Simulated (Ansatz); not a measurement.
Here is an Ansatz 0.2.0 calculation.

File input.yaml:

```yaml
crystal:
  lattice:
    - [2.7036817444, 0.0, 0.0]
    - [0.0, 2.7036817444, 0.0]
    - [0.0, 0.0, 2.7036817444]
  atoms:
    - { symbol: As, position: [0.5, 0.5, 0.5] }
hamiltonian:
  xc: pbesol
  pseudopotentials: { kind: paw }
kpoints:
  mp_grid: { grid: [10, 10, 10] }
scf:
  occupations: { method: fermi_dirac, width: 0.05 }
output:
  forces: true
  stress: true
  eigenvalues: true
  write_density: true
  write_potential: true
  elf: true
  volumetric_format: npy
relax:
  f_tol: 0.01
  max_steps: 40
  cell: { stress_tol: 0.05 }
```

Potentials or basis: Ansatz PAW.

Run with:

```bash
$ ansatz run input.yaml --threads 2 --pin off --max-ram 5632MiB --backend cpu --events-out ev --progress --plain --runs-dir out
```

(1) What does it give for the space group after relaxing (to 0.05 Å)?

(2) What does it give for the relaxed volume?

## Answers

(1) Pm-3m (No. 221).

(2) 19.42 Å³/atom.

Caveat: the PAW data sets come from PBE, with cores solved anew for the run's functional, which leaves a small shift of forces and pressure.
